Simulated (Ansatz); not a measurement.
# CO2: the change of pressure and energy above lowest point with volume per atom

All results are calculated (Ansatz 0.2.0 development build). Equation of state of a cubic crystal from periodic Kohn-Sham density functional theory without spin; pressure corrected for the finite basis.

Cell of the first row (space group Fm-3m, No. 225):
```
CELL_PARAMETERS angstrom
0.00000 2.18750 2.18750
2.18750 0.00000 2.18750
2.18750 2.18750 0.00000
ATOMIC_POSITIONS crystal
C 0.00000 0.00000 0.00000
O 0.25000 0.25000 0.25000
O 0.75000 0.75000 0.75000
```

Settings of every row: formula CO2; structure type fluorite; functional r2SCAN; spin treatment none; k mesh 13x13x13; occupation method fermi-dirac; occupation width 0.1 eV; wave cutoff 700 eV; datasets hard PAW; density cutoff ratio 4; xc grid level 2.

Limits: a cubic model structure, not a phase known at ambient conditions; pseudopotentials made with PBE, not this functional; the SCF threshold is loose for a stress in some rows.

```csv
row,volume per atom (Å³),pressure (GPa),energy above lowest point (meV/atom)
1,6.978,12.551,15.64
2,7.206,5.314,3.1
3,7.433,-0.792,0
4,7.661,-5.922,4.87
5,7.888,?,?
```

Question: what pressure and energy above lowest point should row 5 give?

Worked fit of pressure. Take u = (V_r/V)^(2/3) − 1 with V_r = 7.3195 Å³ an atom, which is twice the finite (Eulerian) strain; such expansions in the strain, on which the Birch-Murnaghan equation of state is built, carry the rest volume and the bulk modulus. The shown rows have u = 0.03237, 0.01047, -0.01021, -0.02994. Least squares give pressure = 2.1322 + 294.471 × u + 848.02 × u² GPa; a straight line predicts inner rows, each left out in turn, worse (root mean square 0.52 against 0.013 GPa). The rows lie off it by -0.002, 0.006, -0.006, 0.002 (root mean square 0.0045 GPa). The pressure vanishes at u = -0.0074, or V = 7.401 Å³ an atom, and there the bulk modulus at fixed shape and fractions is B = −V dP/dV = (2/3)(1 + u) dP/du = 187 GPa. The withheld row has u = -0.04864, so the fit gives 2.1322 + 294.471 × (-0.04864) + 848.02 × (-0.04864)² = -10.185 GPa.

The calculation gave -10.214 GPa. The fit lies 0.029 GPa (0.13 % of the column's range) above it; its largest miss of a shown row is 0.006 GPa. This row lies beyond the range of the fit.

Worked fit of energy above lowest point. Take u = (V_r/V)^(2/3) − 1 with V_r = 7.3195 Å³ an atom, which is twice the finite (Eulerian) strain; such expansions in the strain, on which the Birch-Murnaghan equation of state is built, carry the rest volume and the bulk modulus. The shown rows have u = 0.03237, 0.01047, -0.01021, -0.02994. Least squares give energy above lowest point = 0.474 + 148.7 × u + 9875.9 × u² meV/atom; a straight line predicts inner rows, each left out in turn, worse (root mean square 6.1 against 0.031 meV/atom). The rows lie off it by 0.00, -0.01, 0.01, 0.00. Its lowest point lies at u = -0.0075, or V = 7.403 Å³ an atom, and the curvature there gives the bulk modulus at fixed shape and fractions, B = (4/9)(1 + u)² E″(u)/V = 187 GPa. The withheld row has u = -0.04864, so the fit gives 0.474 + 148.7 × (-0.04864) + 9875.9 × (-0.04864)² = 16.61 meV/atom.

The calculation gave 16.42 meV/atom. The fit lies 0.19 meV/atom (1.2 % of the value, 1.2 % of the column's range) above it; its largest miss of a shown row is 0.01 meV/atom. This row lies beyond the range of the fit.
